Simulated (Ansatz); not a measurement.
BaO (started from an entry of an open crystallographic database), relaxed with r2SCAN, was run in Ansatz under altered settings. All numbers are computed, without spin polarisation but where a row says otherwise.

```
Ba O
1.0
     0.00000    2.77187    2.77187
     2.77187    0.00000    2.77187
     2.77187    2.77187    0.00000
Ba O
1 1
Cartesian
  0.0000 0.0000 0.0000
  2.7719 2.7719 2.7719
```

The base run's other keys:
```yaml
kpoints:
  mp_grid: { grid: [4, 4, 4] }
hamiltonian:
  xc: hse06
  pseudopotentials: { azcp: { folder: soft_1 } }
scf:
  occupations: { method: fixed }
  n_extra_bands: 4
```

It takes 18 iterations with 869 plane waves at 420 eV and 8 k points, and leaves a mean stress of -0.49 GPa. The gap over this mesh is 3.322 eV. It ran on 4 threads of Arm Neoverse N1, on a shared host.

Outcomes, with energy and stress as changes against the base:
```csv
setting,outcome,ΔF (meV/atom),Δ mean stress (GPa),gap on the mesh (eV),iterations,wall time
"PBE hybrid, exx coeff 0.2, omega 0.5 1/Å",converged,–,+0.6,2.578,14,8.6 s
scf.exx.singularity: wigner_seitz,converged,0.0,0.0,3.322,18,8.7 s
"PBE hybrid, exx coeff 0.1, omega 0.1 1/Å",converged,–,+1.0,2.686,14,7.9 s
"PBE hybrid, exx coeff 0.75, omega 0.2078 1/Å",converged,–,-3.2,6.117,23,10 s
scf.occupations: gaussian 0.2,converged,0.0,0.0,3.322,14,8.4 s
```
A dash marks a value that wasn't obtained or can't be compared. Stress is positive in compression. The base took 8.7 s.

- PBE hybrid, exx coeff 0.2, omega 0.5 1/Å. That is 20 % exact exchange, screened with ω = 0.5 1/Å, against HSE06's 25 % screened at 0.208 1/Å. The mean stress moves by +0.6 GPa and the gap on the mesh by -0.744 eV (to 2.578). Totals of different functionals aren't comparable.
- PBE hybrid, exx coeff 0.1, omega 0.1 1/Å. That is 10 % exact exchange, screened with ω = 0.1 1/Å, against HSE06's 25 % screened at 0.208 1/Å. The mean stress moves by +1.0 GPa and the gap on the mesh by -0.636 eV (to 2.686). Totals of different functionals aren't comparable. The program warns that on this mesh the truncation of the exchange isn't bounded, so part of the change can be an error of the mesh.
- PBE hybrid, exx coeff 0.75, omega 0.2078 1/Å. That is 75 % exact exchange, screened with ω = 0.2078 1/Å, against HSE06's 25 % screened at 0.208 1/Å. The mean stress moves by -3.2 GPa and the gap on the mesh by +2.795 eV (to 6.117). Totals of different functionals aren't comparable.

Within 1 meV an atom, 0.1 GPa and 0.005 eV of the base stay: scf.exx.singularity: wigner_seitz; scf.occupations: gaussian 0.2.

The runs are scalar-relativistic, without spin-orbit coupling.

The stress of a hybrid is loosely converged in these runs.

The meshes of the hybrids are coarse, so their gaps aren't converged to the digits shown.

The PAW potentials are those of the set soft_1; totals can't be set beside those of other sets.
